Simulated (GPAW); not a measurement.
## Magnetic state of Fe2 Mo8 Fe2 001 from several starts

Aim: find out whether Fe2 Mo8 Fe2 001 carries moments, and which collinear order costs least.

Calculated with GPAW 26.7.0; PBE; plane waves with GPAW's PAW setups, scalar-relativistic.

## (1) Set-up

The cell holds 12 atoms: 4 Fe and 8 Mo. Cell: a = 3.147 Å, b = 3.147 Å, c = 28.160 Å, α = 90.0°, β = 90.0°, γ = 90.0°. ideal sites on the substrate's mesh, layer spacings from atomic volumes, unrelaxed, 12 A of vacuum. Vacuum lies along c.

## (2) Run 1 (ferro ++++)

The parallel start comes first: it fits the smallest cell, keeps the most symmetry and shows whether parallel moments form.

order1.py reads:

```python
import json
import numpy as np
from ase import Atoms
from ase.parallel import paropen, parprint
from gpaw import GPAW

atoms = Atoms(['Fe', 'Fe', 'Mo', 'Mo', 'Mo', 'Mo', 'Mo', 'Mo', 'Mo', 'Mo', 'Fe', 'Fe'],
    cell=[[3.147, 0.0, 0.0],
         [0.0, 3.147, 0.0],
         [0.0, 0.0, 28.159766]],
    scaled_positions=[[0.0, 0.0, 0.21307],
         [0.5, 0.5, 0.255382],
         [0.0, 0.0, 0.30447],
         [0.5, 0.5, 0.360336],
         [0.0, 0.0, 0.416202],
         [0.5, 0.5, 0.472067],
         [0.0, 0.0, 0.527933],
         [0.5, 0.5, 0.583798],
         [0.0, 0.0, 0.639664],
         [0.5, 0.5, 0.69553],
         [0.0, 0.0, 0.744618],
         [0.5, 0.5, 0.78693]],
    pbc=True,
    magmoms=[2.6, 2.6, 0.0, 0.0, 0.0, 0.0, 0.0, 0.0, 0.0, 0.0, 2.6, 2.6])
atoms.calc = GPAW(mode={'name': 'pw', 'ecut': 450},
    xc='PBE',
    kpts={'size': (20, 20, 1), 'gamma': True},
    occupations={'name': 'fermi-dirac', 'width': 0.05},
    convergence={'density': 1e-05, 'energy': 1e-05},
    maxiter=200,
    mixer={'name': 'pulay', 'beta': 0.03, 'nmaxold': 8, 'weight': 100},
    symmetry={'tolerance': 1e-4},
    txt='order1.txt')
e = atoms.get_potential_energy(force_consistent=True)
res = {'free_energy': e, 'energy_sigma0': atoms.get_potential_energy(), 'fermi_energy': atoms.calc.get_fermi_level()}
res['moments'] = atoms.get_magnetic_moments().tolist()
res['total'] = atoms.get_magnetic_moment()
parprint('site moments (muB):', np.round(res['moments'], 3))
parprint(f"total moment: {res['total']:.3f} muB")
parprint(f'free energy: {e:.6f} eV')
atoms.calc.write('order1.gpw')
with paropen('results.json', 'w') as f:
    json.dump(res, f)
```

Command:

```console
$ OMP_NUM_THREADS=1 mpirun -n 8 gpaw python order1.py > order1.log
```

Numbers of over 12 decimals in the logs are rounded to 6 here.

Log:

```text
site moments (muB): [ 2.81   1.979 -0.204 -0.026 -0.036 -0.003 -0.003 -0.036 -0.026 -0.204
  1.979  2.81 ]
total moment: 9.150 muB
free energy: -122.298707 eV

--- order1.txt ---
Input parameters:
  mode=PW(ecut=450),
  convergence={'density': 1e-05, 'energy': 1e-05},
  kpts=MonkhorstPack(size=(20, 20, 1), gamma=True),
  maxiter=200,
  mixer=Pulay(name='pulay', nmaxold=8, beta=0.03, weight=100, sigma=0.015, g_ss=None),
  occupations=Occupations(name='fermi-dirac', width=0.05),
  symmetry=Symmetry(tolerance=0.0001),
  xc=XC(name='PBE')

Diagonalizing LCAO Hamiltonian
Converting LCAO to pw mode
   .-------.
  /|       |
 * |       |
 | |       |
 | |       |
 | |       |
 | |       |
 | |       |
 | |  Fe   |
 | |       |
 | |       |
 Fe|       |
 | |  Mo   |
 | |       |
 | |       |
 Mo|       |
 | |  Mo   |
 | |       |
 | |       |
 Mo|  Mo   |
 | |       |
 | |       |
 Mo|       |
 | |  Mo   |
 | |       |
 | |       |
 Mo|       |
 | |  Fe   |
 | |       |
 | |       |
 Fe|       |
 | |       |
 | |       |
 | |       |
 | |       |
 | .-------.
 |/       /
 *-------*

Atoms  # Å, Bohr magnetons
|    | symbol |        x |        y |         z |    initial magnetic moments |
|----|--------|----------|----------|-----------|-----------------------------|
|  0 |     Fe | 0.000000 | 0.000000 |  6.000001 | ( 0.0000,  0.0000,  2.6000) |
|  1 |     Fe | 1.573500 | 1.573500 |  7.191497 | ( 0.0000,  0.0000,  2.6000) |
|  2 |     Mo | 0.000000 | 0.000000 |  8.573804 | ( 0.0000,  0.0000,  0.0000) |
|  3 |     Mo | 1.573500 | 1.573500 | 10.146977 | ( 0.0000,  0.0000,  0.0000) |
|  4 |     Mo | 0.000000 | 0.000000 | 11.720151 | ( 0.0000,  0.0000,  0.0000) |
|  5 |     Mo | 1.573500 | 1.573500 | 13.293296 | ( 0.0000,  0.0000,  0.0000) |
|  6 |     Mo | 0.000000 | 0.000000 | 14.866470 | ( 0.0000,  0.0000,  0.0000) |
|  7 |     Mo | 1.573500 | 1.573500 | 16.439615 | ( 0.0000,  0.0000,  0.0000) |
|  8 |     Mo | 0.000000 | 0.000000 | 18.012789 | ( 0.0000,  0.0000,  0.0000) |
|  9 |     Mo | 1.573500 | 1.573500 | 19.585962 | ( 0.0000,  0.0000,  0.0000) |
| 10 |     Fe | 0.000000 | 0.000000 | 20.968269 | ( 0.0000,  0.0000,  2.6000) |
| 11 |     Fe | 1.573500 | 1.573500 | 22.159765 | ( 0.0000,  0.0000,  2.6000) |

Unit cell  # Å
| periodic |        x |        y |         z |   lengths |    angles |
|----------|----------|----------|-----------|-----------|-----------|
|      yes | 3.147000 | 0.000000 |  0.000000 |  3.147000 | 90.000000 |
|      yes | 0.000000 | 3.147000 |  0.000000 |  3.147000 | 90.000000 |
|      yes | 0.000000 | 0.000000 | 28.159766 | 28.159766 | 90.000000 |

Number of symmetries: 8

BZ-sampling:
  Number of BZ points: 400
  Number of IBZ points: 66

  Monkhorst-Pack size: [20, 20, 1]
  Monkhorst-Pack shift: [0.025, 0.025, 0.0]

K-points  # in reciprocal-cell coordinates
|     |                                coordinates |     weight |
|-----|--------------------------------------------|------------|
|   0 | ( -0.00000000,  -0.00000000,   0.00000000) | 0.00250000 |
|   1 | (  0.05000000,  -0.00000000,   0.00000000) | 0.01000000 |
|   2 | (  0.05000000,   0.05000000,   0.00000000) | 0.01000000 |
|   3 | (  0.10000000,  -0.00000000,   0.00000000) | 0.01000000 |
|   4 | (  0.10000000,   0.05000000,   0.00000000) | 0.02000000 |
|   5 | (  0.10000000,   0.10000000,   0.00000000) | 0.01000000 |
|   6 | (  0.15000000,  -0.00000000,   0.00000000) | 0.01000000 |
|   7 | (  0.15000000,   0.05000000,   0.00000000) | 0.02000000 |
|   8 | (  0.15000000,   0.10000000,   0.00000000) | 0.02000000 |
|   9 | (  0.15000000,   0.15000000,   0.00000000) | 0.01000000 |
| ... |                                            |            |
|  65 | (  0.50000000,   0.50000000,   0.00000000) | 0.00250000 |

Plane wave coefficients: 6129
Cutoff: 450.000000 eV

Spin-components: 2 (collinear spins)
Bands:           97
Projectors:      72
Spin-degeneracy: 1
Datatype:        complex128

Parallelization:
  kpt:    8
  domain: 1
  band:   1

Density:
  Valence electrons: 144.0
  Components: 2
  Grid points: [ 16  16 140]
  Charge: 0.0  # |e|

Potential:
  Grid points: [ 16  16 140]

species:
  Fe:
    name:    Iron
    Z:       26.0
    valence: 8
    core:    18
    charge:  0.0  # [|e|]
    compensation charges:
      type: gauss
      rc: 0.33  # [Å]
      lmax: 2
    cutoffs:
      filter: 2.06  # [Å]
      core: 2.67  # [Å]
    projectors
    | kind |    occ | energy [eV] | rcut [Å] |
    |------|--------|-------------|----------|
    |   4s |  2.000 |      -5.291 |    1.164 |
    |   4p |  0.000 |      -1.326 |    1.058 |
    |   3d |  6.000 |      -7.505 |    1.058 |
    |    s |        |      21.920 |    1.164 |
    |    p |        |      25.885 |    1.058 |
    |    d |        |      19.706 |    1.058 |

    Using partial waves for Fe as LCAO basis

  Mo:
    name:    Molybdenum
    Z:       42.0
    valence: 14
    core:    28
    charge:  0.0  # [|e|]
    compensation charges:
      type: gauss
      rc: 0.38  # [Å]
      lmax: 2
    cutoffs:
      filter: 2.16  # [Å]
      core: 1.42  # [Å]
    projectors
    | kind |    occ | energy [eV] | rcut [Å] |
    |------|--------|-------------|----------|
    |   4s |  2.000 |     -64.307 |    1.238 |
    |   5s |  1.000 |      -4.084 |    1.238 |
    |   4p |  6.000 |     -38.491 |    1.296 |
    |   5p |  0.000 |      -1.044 |    1.296 |
    |   4d |  5.000 |      -3.754 |    1.296 |
    |    d |        |      23.458 |    1.296 |

    Using partial waves for Mo as LCAO basis

Reference energy: -1019550.399452  # eV

eigensolver:
  PPCG
  Converge bands: occupied
  niter=2

density mixing:
  Pulay-Mixer
  Linear mixing parameters: 0.03
  Old densities: 8
  Fourier metric: weight=100, sigma=0.015

occupation numbers:
  Fermi-Dirac:
    width: 0.0500  # eV

poisson solver:
  ecut: 3600.000000  # eV

xc functional:
  name: PBE with 2 nearest neighbor stencil

convergence criteria:
- Maximum integral of absolute [dens]ity change: 1e-05 electrons / valence electron
- Maximum [total energy] change in last 3 cyles: 1e-05 eV / valence electron
- Maximum integral of absolute [eigenst]ate change: 4e-08 eV^2 / valence electron
maximum number of iterations: 200

SCF iterations
|iter     |      energy | eigst |  dens |  magmom |
|---------|-------------|-------|-------|---------|
|iter:   1|       0s | -134.672842 | +0.54 |       | +10.4212|
|iter:   2|      17s | -137.693932 | -0.65 | -0.79 | +10.2966|
|iter:   3|      34s | -130.206517 | -1.19 | -0.84 | +10.2990|
|iter:   4|      51s | -128.072374 | -1.76 | -0.93 | +10.2090|
|iter:   5|      68s | -124.067490 | -0.99 | -1.00 |  +9.9504|
|iter:   6|      84s | -122.748698 | -1.24 | -1.16 |  +9.7890|
|iter:   7|     101s | -122.703268 | -2.02 | -1.30 |  +9.7506|
|iter:   8|     118s | -122.247691 | -2.18 | -1.30 |  +9.7012|
|iter:   9|     135s | -122.152684 | -1.84 | -1.40 |  +9.5950|
|iter:  10|     152s | -122.083296 | -2.71 | -1.56 |  +9.6022|
[... 35 iterations left out ...]
|iter:  46|     755s | -122.249118c| -7.41c| -4.23 |  +9.1545|
|iter:  47|     767s | -122.249118c| -7.74c| -4.27 |  +9.1540|
|iter:  48|     778s | -122.249123c| -7.57c| -4.33 |  +9.1529|
|iter:  49|     786s | -122.249123c| -7.69c| -4.41 |  +9.1521|
|iter:  50|     794s | -122.249125c| -7.74c| -4.54 |  +9.1514|
|iter:  51|     802s | -122.249124c| -7.66c| -4.66 |  +9.1511|
|iter:  52|     811s | -122.249124c| -7.93c| -4.83 |  +9.1510|
|iter:  53|     819s | -122.249124c| -7.98c| -4.88 |  +9.1507|
|iter:  54|     827s | -122.249125c| -8.00c| -4.94 |  +9.1502|
|iter:  55|     835s | -122.249126c| -8.13c| -5.02c|  +9.1500|

Converged in 55 steps
Energy contributions relative to reference atoms: (reference = -1019550.399452)

Energy contributions:
  Kinetic:         -70.523729
  Coulomb:          30.953197
  Zero:             -1.556926
  External:          0.000000
  Xc:              -81.072088
  Entropy:          -0.099161
  Spinorbit:         0.000000
  ----------------------------
  Free energy:    -122.298707
  Extrapolated:   -122.249126

dipole moment: (-62.445543, -62.445543, -0.000530)  # |e|*Ang

Total magnetic moment: (0.000000, 0.000000, 9.150011)

Local magnetic moments
|        x |        y |         z |
|----------|----------|-----------|
| 0.000000 | 0.000000 |  2.810144 |  # Fe   0
| 0.000000 | 0.000000 |  1.978708 |  # Fe   1
| 0.000000 | 0.000000 | -0.203987 |  # Mo   2
| 0.000000 | 0.000000 | -0.025958 |  # Mo   3
| 0.000000 | 0.000000 | -0.036464 |  # Mo   4
| 0.000000 | 0.000000 | -0.003413 |  # Mo   5
| 0.000000 | 0.000000 | -0.003413 |  # Mo   6
| 0.000000 | 0.000000 | -0.036465 |  # Mo   7
| 0.000000 | 0.000000 | -0.025958 |  # Mo   8
| 0.000000 | 0.000000 | -0.203987 |  # Mo   9
| 0.000000 | 0.000000 |  1.978708 |  # Fe  10
| 0.000000 | 0.000000 |  2.810144 |  # Fe  11

Fermi level: 6.360
Eigenvalues  # (at kpt = [-0.000, -0.000, 0.000])
| band index |      eig [eV] | occ [0-1] |      eig [eV] | occ [0-1] |
|------------|---------------|-----------|---------------|-----------|
|          0 |       -54.930 |     1.000 |       -54.944 |     1.000 |
|        ... |               |           |               |           |
|         67 |         5.107 |     1.000 |         6.023 |     0.999 |
|         68 |         5.130 |     1.000 |         6.244 |     0.911 |
|         69 |         5.144 |     1.000 |         6.244 |     0.911 |
|         70 |         5.252 |     1.000 |         6.351 |     0.545 |
|         71 |         5.346 |     1.000 |         6.466 |     0.107 |
|         72 |         5.346 |     1.000 |         6.468 |     0.105 |
|         73 |         5.370 |     1.000 |         6.677 |     0.002 |
|         74 |         5.753 |     1.000 |         6.692 |     0.001 |
|         75 |         5.802 |     1.000 |         6.692 |     0.001 |
|         76 |         5.802 |     1.000 |         6.933 |     0.000 |
|         77 |         6.092 |     0.995 |         7.237 |     0.000 |
|         78 |         6.374 |     0.429 |         7.237 |     0.000 |
|         79 |         6.514 |     0.044 |         7.381 |     0.000 |
|         80 |         6.514 |     0.044 |         7.441 |     0.000 |
|         81 |         6.960 |     0.000 |         7.810 |     0.000 |
|        ... |               |           |               |           |
|         96 |         9.766 |     0.000 |         9.891 |     0.000 |

No gap
No difference between direct/indirect transitions
```

Run time: 14 min. Hardware: 8 MPI ranks of Arm Neoverse V2, shared host; peak memory 3.4 GiB; 1.9 h of CPU time.

Spin moment in the augmentation sphere by atom:

```tsv
atom	spin moment in the augmentation sphere (μB)
Fe1	2.81
Fe2	1.98
Mo3	-0.20
Mo4	-0.03
Mo5	-0.04
Mo6	0.00
Mo7	0.00
Mo8	-0.04
Mo9	-0.03
Mo10	-0.20
Fe11	1.98
Fe12	2.81
```

Numbers from this step:

| Quantity | Value |
| --- | --- |
| magnetization | 9.150 μB |
| final state | ferromagnetic |

After 55 cycles the largest moment stands at 2.81 μB.

(Continued in part 2 of 2.)

[Logs and program files are shortened in this print: banners, set-up blocks, solver, clock and traceback lines can be left out without a mark of their own.]

[Logs are printed without paths, hosts, clocks, repeated set-up lines and the standing remarks that a program may print on its own settings, such as how far it seeks lower states.]

[Hosts, paths, dates, database ids (printed as entryN), source tags and the programs' standing remarks are cut or masked in the printed files.]

[Where a cell is said to come from a database of computed structures, the database is the Materials Project.]
